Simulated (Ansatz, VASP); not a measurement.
# Two plane-wave programs on CdS (Hawleyite)

```
Cd S
1.0
     0.00000    2.97370    2.97370
     2.97370    0.00000    2.97370
     2.97370    2.97370    0.00000
Cd S
1 1
Cartesian
  0.0000 0.0000 0.0000
  4.4606 4.4606 4.4606
```

Change from the starting cell: volume scaled by 1.06.

Alike in both runs: task single point; functional PBE; k mesh 8 × 8 × 8; occupations fermi-dirac, width 0.05 eV; no spin polarisation.

|  | VASP | Ansatz |
| --- | --- | --- |
| version | VASP 6.6.1 | Ansatz 0.2.0 |
| potentials or method | VASP PAW PBE potentials, release 64 (Cd, S) | Ansatz PAW |
| plane-wave cutoff (eV) | 520 | 420 |
| valence electrons in the cell | 18 | 26 |

|  | VASP | Ansatz | Ansatz less VASP |
| --- | --- | --- | --- |
| gap on the k mesh at the Fermi level (eV) | 1.02 | 1.02 | -0.002 |
| least direct gap on the mesh (eV) | 1.02 | 1.02 | -0.002 |
| pressure (GPa) | -0.3 | -0.5 | -0.28 |

With one functional, cell and mesh, what is left measures potentials, basis and numerics. The two sets of potentials don't hold the same shells in valence.
